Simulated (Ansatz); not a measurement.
# GaSb in Ansatz: the effect of functional

The system is GaSb.

```xyz
2
Lattice="0.0000 3.0590 3.0590 3.0590 0.0000 3.0590 3.0590 3.0590 0.0000" Properties=species:S:1:pos:R:3 pbc="T T T"
Sb    4.5885    4.5885    4.5885
Ga    0.0000    0.0000    0.0000
```

Alike in all runs:

```yaml
Program: Ansatz 0.2.0
Task: band structure
Potentials_or_basis: Ansatz PAW
k_mesh: 8 × 8 × 8
Occupations: fermi-dirac, width 0.05 eV
Spin: no spin polarisation
```

Q: One run gave: gap on the mesh none; pressure 5.3 GPa. Which functional did it use?
A. PBE
B. revPBE
C. BLYP
D. r2SCAN
E. RPBE

A: C.

```csv
functional,cutoff,gap on the mesh (eV),pressure (GPa)
PBE,420 eV,none,2.3
PBEsol,420 eV,none,-0.2
BLYP,420 eV,none,5.3
LDA,420 eV,none,-1.7
RPBE,420 eV,0.13,3.9
revPBE,420 eV,0.11,3.5
r2SCAN,500 eV,0.47,0.4
```

Caveats: the PAW data sets come from PBE, with cores solved anew for the run's functional, which leaves a small shift of forces and pressure (some runs); the potentials were made for another functional, which shifts forces and pressure (some runs); spin-orbit coupling is left out, which moves the levels of the heavy elements (some runs).

A k mesh can miss the band edges.

A gap of «none» marks a metal or a gap under the smearing width.

Not every run made on this cell is shown here.
